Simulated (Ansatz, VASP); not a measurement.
This is a calculation of Tc for Ansatz 0.2.0.

input.yaml

```yaml
crystal:
  lattice:
    - [0.0, 1.95, 1.95]
    - [1.95, 0.0, 1.95]
    - [1.95, 1.95, 0.0]
  atoms:
    - { symbol: Tc, position: [0.0, 0.0, 0.0] }
kpoints:
  mp_grid: { grid: [12, 12, 12] }
scf:
  occupations: { method: fermi_dirac, width: 0.05 }
hamiltonian:
  xc: pbe
  pseudopotentials: { kind: all_electron, lapw: { basis_error: 0.001 } }
output:
  forces: true
  stress: true
relax:
  f_tol: 0.01
  max_steps: 60
  cell: {}
```

Potentials or basis: all-electron LAPW, scalar-relativistic.

Launch:

```bash
$ ansatz run input.yaml --threads 1 --pin off --max-ram 3072MiB --backend cpu --events-out ev --progress --plain --runs-dir out
```

Question: Translate it to VASP 6.6.1. Potentials there: VASP PAW PBE potentials, release 64 (Tc_pv).

Answer: As run (the cutoff follows the program's own potentials):

Contents of INCAR:

```
PREC     = Accurate       # precision mode
ENCUT    = 600            # plane-wave cutoff, eV
EDIFF    = 1E-6           # SCF threshold, eV
ISMEAR   = -1             # smearing method
SIGMA    = 0.05           # smearing width, eV
LREAL    = F              # projectors in reciprocal space
LASPH    = T              # aspherical terms in the spheres
NELM     = 80             # most SCF steps
ALGO     = Normal         # electronic algorithm
ISIF     = 3              # what is computed and relaxed
LWAVE    = F              # write WAVECAR
LCHARG   = F              # write CHGCAR
GGA      = PE             # functional
IBRION   = 2              # ionic algorithm
NSW      = 80             # ionic steps
EDIFFG   = -0.01          # ionic threshold
```

The input KPOINTS:

```
regular mesh
0
Gamma
  12 12 12
```

The input POSCAR:

```
Tc
1.0
    0.0000000000      1.9500000000      1.9500000000
    1.9500000000      0.0000000000      1.9500000000
    1.9500000000      1.9500000000      0.0000000000
Tc
1
Direct
    0.0000000000      0.0000000000      0.0000000000
```

Potentials or basis: VASP PAW PBE potentials, release 64 (Tc_pv).

The run is started by

```sh
$ cat potpaw_PBE.64/Tc_pv/POTCAR > POTCAR
$ mpirun -np 1 vasp_std > vasp.out
```

Both were run:

|  | VASP | Ansatz | Ansatz less VASP |
| --- | --- | --- | --- |
| relaxed volume (Å³/atom) | 14.48 | 14.50 | +0.025 |
| relaxed cell length with the largest relative difference (Å) | 2.736 | 2.737 | +0.0016 |
| energy change over the relaxation (meV/atom) | -8 | -6 | +1.1 |

Ansatz ran all-electron here, so the differences hold the error of VASP's frozen core and of both bases.
